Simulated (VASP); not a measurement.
Here is a VASP 6.6.1 calculation.

The input INCAR:

```
SYSTEM = BAs
ALGO     = Fast           ! electronic algorithm
EDIFF    = 1E-6           ! SCF threshold, eV
ENCUT    = 520            ! plane-wave cutoff, eV
GGA      = PS             ! functional
ISIF     = 2              ! what is computed and relaxed
ISMEAR   = 0              ! smearing method
LASPH    = .True.         ! aspherical terms in the spheres
LCHARG   = .False.        ! write CHGCAR
LREAL    = .False.        ! projectors in reciprocal space
LWAVE    = .False.        ! write WAVECAR
NBANDS   = 11             ! bands
NELM     = 100            ! most SCF steps
PREC     = Accurate       ! precision mode
SIGMA    = 0.05           ! smearing width, eV
```

The input KPOINTS:

```
k-points
0
Gamma
  12 12 12
  0 0 0
```

POSCAR

```
BAs
1.0
    0.0000000000      2.3499690686      2.4674675221
    2.3499690686      0.0000000000      2.4674675221
    2.3499690686      2.3499690686      0.0000000000
B As
1 1
Direct
    0.0000000000      0.0000000000      0.0000000000
    0.7500000000      0.7500000000      0.7500000000
```

Potentials or basis: VASP PAW PBE potentials, release 64 (B, As).

Command:

```sh
$ cat potpaw_PBE.64/B/POTCAR potpaw_PBE.64/As/POTCAR > POTCAR
$ mpirun -np 1 vasp_std > vasp.out
```

Task: What does it give for the band gap on the k mesh?

Result: 0.71 eV, indirect (least direct gap 2.99 eV).

Task: Predict the pressure.

Result: 0.0 GPa.

Stress tensor (GPa, compression positive):
```
 3.61  0.00  0.00
 0.00  3.61  0.00
 0.00  0.00 -7.08
```

Caveat: the PAW data sets were made with another functional, which shifts forces and pressure a little. Expect the measured gap to be larger: semilocal functionals such as PBEsol lack the derivative discontinuity.
